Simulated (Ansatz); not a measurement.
GeTe (alpha-GeTe type, space group R3m)

```
GeTe
1.0
    2.09375     1.20882     3.68733
   -2.09375     1.20882     3.68733
    0.00000    -2.41765     3.68733
Ge Te
1 1
Direct
  0.23183   0.23183   0.23183
  0.76817   0.76817   0.76817
```

E(V) scan at fixed shape, V₀ the volume above. The atoms relax within the cell's symmetry.

Method: r2SCAN (plane waves to 500 eV, PAW, scalar-relativistic; Ansatz, an electronic-structure program). k mesh 10×10×10 (Γ-centred), Fermi-Dirac smearing 0.05 eV. The energy includes the smearing's −TS. Compression counts positive. GeTe was relaxed with its symmetry unable to fall. Spin-orbit coupling is left out, though Te is heavy. The PAW data are Ansatz's earlier set. ΔE is measured from the relaxed starting cell.

Question: Estimate the ΔE (meV/atom) and P (GPa) for V/V₀ = 0.840, 0.904, 1.064, 1.096, 1.128, 1.160.

Answer: 
| V/V₀ | ΔE (meV/atom) | P (GPa) |
|---|---|---|
| 0.840 | 111 | 9.1 |
| 0.904 | 35 | 4.6 |
| 1.064 | 12 | -1.9 |
| 1.096 | 24 | -2.7 |
| 1.128 | 41 | -3.3 |
| 1.160 | 61 | -3.8 |

(Under strain, the slope of the energy per volume gives the stress and its curvature an elastic modulus.)
